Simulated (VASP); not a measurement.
Input of a VASP 6.6.1 run:

File INCAR:

```
PREC = Accurate
ENCUT = 700
EDIFF = 1E-6
ISMEAR = 0
SIGMA = 0.05
LREAL = False
LASPH = True
NELM = 100
ALGO = Fast
ISIF = 2
LWAVE = False
LCHARG = False
GGA = PS
```

File KPOINTS:

```
Automatic mesh
0
Gamma
  6 6 6
```

File POSCAR:

```
HfO2
1.0
    0.0000000000      2.6000000000      2.6000000000
    2.6000000000      0.0000000000      2.6000000000
    2.6000000000      2.6000000000      0.0000000000
Hf O
1 2
Direct
    0.0000000000      0.0000000000      0.0000000000
    0.2500000000      0.2500000000      0.2500000000
    0.7500000000      0.7500000000      0.7500000000
```

Potentials or basis: VASP PAW PBE potentials, release 64 (Hf_pv, O).

Launch:

```bash
$ cat potpaw_PBE.64/Hf_pv/POTCAR potpaw_PBE.64/O/POTCAR > POTCAR
$ mpirun -np 1 vasp_std > vasp.out
```

Problem. Predict the band gap on the k mesh.

Solution. 3.48 eV, direct.

Problem. Predict the pressure.

Solution. -23.1 GPa.

Caveat: so large a pressure means that the cell lies far from this level's equilibrium, or that cutoff or potentials fall short; the potentials were made for another functional, which shifts forces and pressure; spin-orbit coupling is left out, which moves the levels of the heavy elements. PBEsol gaps usually lie below the measured ones, often by a third to a half.
